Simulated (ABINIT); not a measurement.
# AlNi (Pm-3m) in ABINIT: single point with LDA

Aim: the single point of AlNi with LDA.

Program: ABINIT 10.8.3 (patched build). These are calculated values, not measurements. Logs are shortened: lines on timing, memory, paths and dates and some standing lists are left out, and cuts for length are marked. The log counts tension as positive stress, the text compression.

## Step 1: The structure

It takes space group Pm-3m (No. 221, cubic). Conventional cell: a = 2.881 Å, b = 2.881 Å, c = 2.881 Å, α = 90.00°, β = 90.00°, γ = 90.00°. Around Ni (site symmetry m-3m) lie 8 Al at 2.50 Å. Around Al (site symmetry m-3m) lie 8 Ni at 2.50 Å.

## Step 2: Single point, LDA, collinear spin, ferromagnetic start

Input file run.abi:

```
# Pseudopotentials
pp_dirpath "./"
pseudos "Ni.upf, Al.upf"

# Structure
acell 5.444300965 5.444300965 5.444300965
rprim
     1.0000000000     0.0000000000     0.0000000000
     0.0000000000     1.0000000000     0.0000000000
     0.0000000000     0.0000000000     1.0000000000
ntypat 2
znucl 28 13
natom 2
typat 1 2
xcart
     1.4405000000     1.4405000000     1.4405000000
     0.0000000000     0.0000000000     0.0000000000 Angstrom

# Plane-wave basis
ecut 46.0

# k points
kptopt 1
ngkpt 7 7 7
nshiftk 1
shiftk 0.0 0.0 0.0

# Exchange and correlation
ixc 7

# Bands and occupations
nband 15
occopt 3
tsmear 0.05 eV

# Spin
nsppol 2
spinat
     0.0000000000     0.0000000000     1.0000000000
     0.0000000000     0.0000000000     0.0000000000

# SCF cycle
nstep 100
tolvrs 1.0e-10

# Output
iomode 3
prtwf 0
prteig 0
prtebands 0
enunit 2
prtden 1
prtvha 1
prtvclmb 1
prtpot 1
```

Potentials or basis: PseudoDojo NC SR LDA v0.4.1 standard.

The run is started by

```sh
> mpirun --bind-to none -np 4 abinit run.abi > log 2>&1
```

run.abo:

```text
.Version 10.8.3 of ABINIT
 Symmetries : space group Pm -3 m (#221); Bravais cP (primitive cubic)
================================================================================
 Values of the parameters that define the memory need of the present run
     intxc =       0    ionmov =       0      iscf =       7    lmnmax =       6
     lnmax =       6     mgfft =      36  mpssoang =       3    mqgrid =    3001
     natom =       2  nloc_mem =       1    nspden =       2   nspinor =       1
    nsppol =       2      nsym =      48    n1xccc =    2501    ntypat =       2
    occopt =       3   xclevel =       1
       mpw =        2421          nfft =       46656          nkpt =          20
================================================================================
================================================================================

--------------------------------------------------------------------------------
------------- Echo of variables that govern the present computation ------------
--------------------------------------------------------------------------------
 -outvars: echo values of preprocessed input variables --------
            acell      5.4443009650E+00  5.4443009650E+00  5.4443009650E+00 Bohr
              amu      5.86900000E+01  2.69815390E+01
             ecut      4.60000000E+01 Hartree
           enunit           2
              ixc           7
         kptrlatt        7    0    0      0    7    0      0    0    7
          kptrlen      3.81101068E+01
            natom           2
            nband          15
            ngfft          36      36      36
             nkpt          20
           nspden           2
           nsppol           2
            nstep         100
             nsym          48
           ntypat           2
           occopt           3
        prtebands           0
           prteig           0
           prtpot           1
         prtvclmb           1
           prtvha           1
            prtwf           0
          spgroup         221
           spinat      0.0000000000E+00  0.0000000000E+00  1.0000000000E+00
                       0.0000000000E+00  0.0000000000E+00  0.0000000000E+00
           tolvrs      1.00000000E-10
           tsmear      1.83746611E-03 Hartree
            typat      1  2
           xangst      1.4405000000E+00  1.4405000000E+00  1.4405000000E+00
                       9.8964590710E-10  9.8964590710E-10  9.8964590710E-10
            xcart      2.7221504844E+00  2.7221504844E+00  2.7221504844E+00
                       1.8701597260E-09  1.8701597260E-09  1.8701597260E-09
             xred      5.0000000034E-01  5.0000000034E-01  5.0000000034E-01
                       3.4350777778E-10  3.4350777778E-10  3.4350777778E-10
            znucl       28.00000   13.00000

================================================================================

 chkinp: Checking input parameters for consistency.

================================================================================
== DATASET  1 ==================================================================

--- !DatasetInfo
iteration_state: {dtset: 1, }
dimensions: {natom: 2, nkpt: 20, mband: 15, nsppol: 2, nspinor: 1, nspden: 2, mpw: 2421, }
cutoff_energies: {ecut:  46.0, pawecutdg:  -1.0, }
electrons: {nelect:   2.10000000E+01, charge:   0.00000000E+00, occopt:   3.00000000E+00, tsmear:   1.83746611E-03, }
meta: {optdriver: 0, ionmov: 0, optcell: 0, iscf: 7, paral_kgb: 0, }
...

 Exchange-correlation functional for the present dataset will be:
  LDA: Perdew-Wang 92 LSD fit to Ceperley-Alder data - ixc=7
  J.P.Perdew and Y.Wang, PRB 45, 13244 (1992)

 Real(R)+Recip(G) space primitive vectors, cartesian coordinates (Bohr,Bohr^-1):
 R(1)=  5.4443010  0.0000000  0.0000000  G(1)=  0.1836783  0.0000000  0.0000000
 R(2)=  0.0000000  5.4443010  0.0000000  G(2)=  0.0000000  0.1836783  0.0000000
 R(3)=  0.0000000  0.0000000  5.4443010  G(3)=  0.0000000  0.0000000  0.1836783
 Unit cell volume ucvol=  1.6137133E+02 bohr^3
 Angles (23,13,12)=  9.00000000E+01  9.00000000E+01  9.00000000E+01 degrees

 getcut: wavevector=  0.0000  0.0000  0.0000  ngfft=  36  36  36
         ecut(hartree)=     46.000   => boxcut(ratio)=   2.16579

--- Pseudopotential description ------------------------------------------------
- pspini: atom type   1  psp file is ./Ni.upf
12 -1012 2 -1 1340                            pspcod,pspxc,lmax,lloc,mmax
     nproj     2     2     2

- pspini: atom type   2  psp file is ./Al.upf
12 -1012 2 -1 1854                            pspcod,pspxc,lmax,lloc,mmax
     nproj     2     2     2

   4.25275235E+02                                ecore*ucvol(ha*bohr**3)
--------------------------------------------------------------------------------

================================================================================

--- !BeginCycle
iteration_state: {dtset: 1, }
solver: {iscf: 7, nstep: 100, nline: 4, wfoptalg: 0, }
tolerances: {tolvrs: 1.00E-10, }
...

     iter   Etot(hartree)      deltaE(h)  residm     vres2   difmagsph maxmagsph
 ETOT  1  -169.31990861990    -1.693E+02 4.018E-01 8.474E+02 2.800E-01 2.800E-01
 ETOT  2  -168.79657543119     5.233E-01 2.886E-01 1.125E+04 2.597E-01 2.031E-02
 ETOT  3  -169.80783165446    -1.011E+00 6.051E-02 2.481E+03 2.475E-02 4.506E-02
 ETOT  4  -169.81037325433    -2.542E-03 4.607E-03 2.475E+03 2.167E-04 4.484E-02
 ETOT  5  -170.07664656306    -2.663E-01 2.542E-03 8.080E+01 2.325E-02 6.809E-02
 ETOT  6  -169.80442627672     2.722E-01 1.172E-02 2.072E+03 2.014E-02 4.795E-02
 ETOT  7  -169.98414942626    -1.797E-01 6.875E-04 7.067E+02 3.126E-02 1.669E-02
 ETOT  8  -170.07928782971    -9.514E-02 5.930E-04 1.283E+01 8.560E-03 8.129E-03
 ETOT  9  -170.07762979782     1.658E-03 8.383E-05 2.577E+01 3.572E-03 1.170E-02
 ETOT 10  -170.08125311959    -3.623E-03 3.449E-05 2.798E+00 1.044E-02 1.263E-03
 ETOT 11  -170.08169177643    -4.387E-04 1.678E-04 3.593E-02 2.002E-03 7.395E-04
 ETOT 12  -170.08169183795    -6.152E-08 1.069E-05 6.114E-02 1.203E-05 7.515E-04
 ETOT 13  -170.08169860243    -6.764E-06 6.565E-05 1.663E-05 6.501E-04 1.014E-04
 ETOT 14  -170.08169860407    -1.637E-09 4.911E-06 1.279E-05 9.247E-05 8.889E-06
 ETOT 15  -170.08169860540    -1.332E-09 3.091E-05 6.224E-07 5.225E-06 3.664E-06
 ETOT 16  -170.08169860547    -7.171E-11 2.388E-06 2.573E-09 2.791E-06 8.736E-07
 ETOT 17  -170.08169860547    -1.990E-12 1.439E-05 1.300E-10 9.223E-07 4.869E-08
 ETOT 18  -170.08169860548    -5.059E-12 1.302E-06 2.512E-13 9.697E-09 4.443E-08

 At SCF step   18       vres2   =  2.51E-13 < tolvrs=  1.00E-10 =>converged.

 Cartesian components of stress tensor (hartree/bohr^3)
  sigma(1 1)=  3.15630070E-04  sigma(3 2)=  0.00000000E+00
  sigma(2 2)=  3.15630070E-04  sigma(3 1)=  0.00000000E+00
  sigma(3 3)=  3.15630070E-04  sigma(2 1)=  0.00000000E+00

--- !ResultsGS
iteration_state: {dtset: 1, }
comment   : Summary of ground state results
lattice_vectors:
- [  5.4443010,   0.0000000,   0.0000000, ]
- [  0.0000000,   5.4443010,   0.0000000, ]
- [  0.0000000,   0.0000000,   5.4443010, ]
lattice_lengths: [   5.44430,    5.44430,    5.44430, ]
lattice_angles: [ 90.000,  90.000,  90.000, ] # degrees, (23, 13, 12)
lattice_volume:   1.6137133E+02
convergence: {deltae: -5.059E-12, res2:  2.512E-13, residm:  1.302E-06, diffor: null, }
etotal    :  -1.70081699E+02
entropy   :   0.00000000E+00
fermie    :   3.88352375E-01
cartesian_stress_tensor: # hartree/bohr^3
- [  3.15630070E-04,   0.00000000E+00,   0.00000000E+00, ]
- [  0.00000000E+00,   3.15630070E-04,   0.00000000E+00, ]
- [  0.00000000E+00,   0.00000000E+00,   3.15630070E-04, ]
pressure_GPa:  -9.2862E+00
xred      :
- [  5.0000E-01,   5.0000E-01,   5.0000E-01, Ni]
- [  3.4351E-10,   3.4351E-10,   3.4351E-10, Al]
cartesian_forces: # hartree/bohr
- [ -0.00000000E+00,  -0.00000000E+00,  -0.00000000E+00, ]
- [ -0.00000000E+00,  -0.00000000E+00,  -0.00000000E+00, ]
force_length_stats: {min:   0.00000000E+00, max:   0.00000000E+00, mean:   0.00000000E+00, }
...

 Integrated electronic and magnetization densities in atomic spheres:
 ------------------------------------------------------------------------------------------------------------
 Radius=ratsph(iatom), smearing ratsm=  0.0000. Diff(up-dn)=approximate z local magnetic moment.
    Atom    Radius    up_density   dn_density  Total(up+dn)  Diff(up-dn)
    1 Ni   2.00000     8.241237     8.241237     16.482475     0.000000
    2 Al   2.00000     0.489783     0.489783      0.979566    -0.000000
 ------------------------------------------------------------------------------------------------------------
  Sum:                 8.731020     8.731020     17.462041     0.000000
 Total magnetization (from the atomic spheres):                0.000000
 Total magnetization (exact up - dn):                          0.000000

================================================================================

 ----iterations are completed or convergence reached----

 Mean square residual over all n,k,spin=   57.485E-10; max=  13.020E-07
 reduced coordinates (array xred) for    2 atoms
       0.500000000344      0.500000000344      0.500000000344
       0.000000000344      0.000000000344      0.000000000344
 rms dE/dt=  0.0000E+00; max dE/dt=  0.0000E+00; dE/dt below (all hartree)
    1       0.000000000000      0.000000000000      0.000000000000
    2       0.000000000000      0.000000000000      0.000000000000

 cartesian coordinates (angstrom) at end:
    1      1.44050000000000     1.44050000000000     1.44050000000000
    2      0.00000000098965     0.00000000098965     0.00000000098965

 cartesian forces (hartree/bohr) at end:
    1     -0.00000000000000    -0.00000000000000    -0.00000000000000
    2     -0.00000000000000    -0.00000000000000    -0.00000000000000
 frms,max,avg= 0.0000000E+00 0.0000000E+00   0.000E+00  0.000E+00  0.000E+00 h/b

 cartesian forces (eV/Angstrom) at end:
    1     -0.00000000000000    -0.00000000000000    -0.00000000000000
    2     -0.00000000000000    -0.00000000000000    -0.00000000000000
 frms,max,avg= 0.0000000E+00 0.0000000E+00   0.000E+00  0.000E+00  0.000E+00 e/A
 length scales=  5.444300965000  5.444300965000  5.444300965000 bohr
              =  2.880999998021  2.880999998021  2.880999998021 angstroms
 Fermi (or HOMO) energy (hartree) =   0.38835   Average Vxc (hartree)=  -0.45489
 Magnetization (Bohr magneton)=  2.82459993E-08
 Total spin up =  1.05000000E+01   Total spin down =  1.05000000E+01
 Eigenvalues (hartree) for nkpt=  20  k points, SPIN UP:
 kpt#   1, nband= 15, wtk=  0.00292, kpt=  0.0000  0.0000  0.0000 (reduced coord)
  -3.38454   -1.94434   -1.94434   -1.94434   -0.02606    0.26382    0.26382    0.32595
   0.32595    0.32595    0.58228    0.58228    0.58228    0.68485    0.68485
      occupation numbers for kpt#   1
   1.00000    1.00000    1.00000    1.00000    1.00000    1.00000    1.00000    1.00000
   1.00000    1.00000    0.00000    0.00000    0.00000    0.00000    0.00000
 prteigrs : prtvol=0 or 1, do not print more k-points.

 Eigenvalues (hartree) for nkpt=  20  k points, SPIN DOWN:
 kpt#   1, nband= 15, wtk=  0.00292, kpt=  0.0000  0.0000  0.0000 (reduced coord)
  -3.38454   -1.94434   -1.94434   -1.94434   -0.02606    0.26382    0.26382    0.32595
   0.32595    0.32595    0.58228    0.58228    0.58228    0.68485    0.68485
      occupation numbers for kpt#   1
   1.00000    1.00000    1.00000    1.00000    1.00000    1.00000    1.00000    1.00000
   1.00000    1.00000    0.00000    0.00000    0.00000    0.00000    0.00000
 prteigrs : prtvol=0 or 1, do not print more k-points.

 Fermi (or HOMO) energy (eV) =  10.56761   Average Vxc (eV)= -12.37808
 Eigenvalues (   eV  ) for nkpt=  20  k points, SPIN UP:
 kpt#   1, nband= 15, wtk=  0.00292, kpt=  0.0000  0.0000  0.0000 (reduced coord)
 -92.09808  -52.90813  -52.90813  -52.90813   -0.70919    7.17888    7.17888    8.86968
   8.86968    8.86968   15.84451   15.84451   15.84451   18.63560   18.63560
 prteigrs : prtvol=0 or 1, do not print more k-points.

 Eigenvalues (   eV  ) for nkpt=  20  k points, SPIN DOWN:
 kpt#   1, nband= 15, wtk=  0.00292, kpt=  0.0000  0.0000  0.0000 (reduced coord)
 -92.09808  -52.90813  -52.90813  -52.90813   -0.70919    7.17888    7.17888    8.86968
   8.86968    8.86968   15.84451   15.84451   15.84451   18.63560   18.63560
 prteigrs : prtvol=0 or 1, do not print more k-points.

--- !EnergyTerms
iteration_state     : {dtset: 1, }
comment             : Components of total free energy in Hartree
kinetic             :  7.98413796447694E+01
hartree             :  6.39086780636836E+01
xc                  : -2.23617674248415E+01
Ewald energy        : -9.47255811224315E+01
psp_core            :  2.63538286202586E+00
local_psp           : -1.73030124592939E+02
non_local_psp       : -2.63494463622396E+01
internal            : -1.70081478931972E+02
'-kT*entropy'       : -2.19673505752901E-04
total_energy        : -1.70081698605478E+02
total_energy_eV     : -4.62815879412619E+03
band_energy         : -1.49671252808151E+01
...

 Cartesian components of stress tensor (hartree/bohr^3)
  sigma(1 1)=  3.15630070E-04  sigma(3 2)=  0.00000000E+00
  sigma(2 2)=  3.15630070E-04  sigma(3 1)=  0.00000000E+00
  sigma(3 3)=  3.15630070E-04  sigma(2 1)=  0.00000000E+00

-Cartesian components of stress tensor (GPa)         [Pressure= -9.2862E+00 GPa]
- sigma(1 1)=  9.28615725E+00  sigma(3 2)=  0.00000000E+00
- sigma(2 2)=  9.28615725E+00  sigma(3 1)=  0.00000000E+00
- sigma(3 3)=  9.28615725E+00  sigma(2 1)=  0.00000000E+00

== END DATASET(S) ==============================================================
================================================================================

 -outvars: echo values of variables after computation  --------
            acell      5.4443009650E+00  5.4443009650E+00  5.4443009650E+00 Bohr
           etotal     -1.7008169861E+02
            fcart     -0.0000000000E+00 -0.0000000000E+00 -0.0000000000E+00
                      -0.0000000000E+00 -0.0000000000E+00 -0.0000000000E+00
           strten      3.1563006955E-04  3.1563006955E-04  3.1563006955E-04
                       0.0000000000E+00  0.0000000000E+00  0.0000000000E+00
           xangst      1.4405000000E+00  1.4405000000E+00  1.4405000000E+00
                       9.8964590710E-10  9.8964590710E-10  9.8964590710E-10
             xred      5.0000000034E-01  5.0000000034E-01  5.0000000034E-01
                       3.4350777778E-10  3.4350777778E-10  3.4350777778E-10
 Calculation completed.
```

Wall time 17 s (4 MPI ranks of Arm Neoverse V2, shared host); peak memory 0.28 GiB.

Results:

- Free energy: -4628.1588 eV
- Pressure: -9.3 GPa
- Band gap on the k mesh: none (metal or under the smearing width)
- Net moment: 0.00 μB per cell
- Valence electrons inside the program's atomic spheres: Ni 16.48; Al 0.98

Caveat: small starting moments can end in a higher magnetic state in this program.
